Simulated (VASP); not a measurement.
Write the native input for VASP 6.6.1 that does the following.

| Property | Result |
| --- | --- |
| Task | single point |
| Functional | r2SCAN |
| Potentials or basis | VASP PAW PBE potentials, release 64 (Ru_pv) |
| Cutoff | 520 eV |
| k mesh | 24 × 24 × 24 |
| Occupations | gaussian, width 0.15 eV |
| Spin | no spin polarisation |
| Dipole correction | no |
| Further INCAR settings | ALGO = Normal; EDIFF = 1e-06; NBANDS = 13 |

Ru:

```
CELL_PARAMETERS angstrom
-0.80425 1.60850 1.60850
1.60850 -0.80425 1.60850
1.60850 1.60850 -0.80425
ATOMIC_POSITIONS crystal
Ru 0.00000 0.00000 0.00000
```

This isn't the form of Ru at room conditions, which is hcp.

These files were run (other wordings do the same):

POSCAR

```
Ru
1.0
   -0.8042496035      1.6084992070      1.6084992070
    1.6084992070     -0.8042496035      1.6084992070
    1.6084992070      1.6084992070     -0.8042496035
Ru
1
Direct
    0.0000000000      0.0000000000      0.0000000000
```

INCAR.step1

```
ALGO = Normal
EDIFF = 1E-4
ENCUT = 520
GGA = PE
ISMEAR = 0
LASPH = T
LCHARG = F
LREAL = F
LWAVE = T
NBANDS = 13
NELM = 100
PREC = Accurate
SIGMA = 0.15
```

INCAR.step2

```
ALGO = Normal
EDIFF = 1E-6
ENCUT = 520
ISIF = 2
ISMEAR = 0
ISTART = 1
LASPH = T
LCHARG = F
LMIXTAU = T
LREAL = F
LWAVE = F
METAGGA = R2SCAN
NBANDS = 13
NELM = 100
PREC = Accurate
SIGMA = 0.15
```

KPOINTS

```
k-points
0
Gamma
  24 24 24
```

Potentials or basis: VASP PAW PBE potentials, release 64 (Ru_pv).

Command:

```bash
$ cat potpaw_PBE.64/Ru_pv/POTCAR > POTCAR
$ cp INCAR.step1 INCAR
$ mpirun -np 1 vasp_std > vasp.out
$ cp INCAR.step2 INCAR
$ mpirun -np 1 vasp_std > vasp.out
```

It gave:

```
Pressure               : 30.7 GPa
Band gap on the k mesh : none (metal or under the smearing width)
```

Caveat: a pressure of tens of GPa on the cell as given is suspect, and the run, the potentials or the cell itself is likely at fault; the PAW data sets were made with another functional, which shifts forces and pressure a little.

It took 77 s on 1 thread of Intel(R) Xeon(R) 6975P-C (Granite Rapids), on a shared host, peak memory 0.19 GiB.
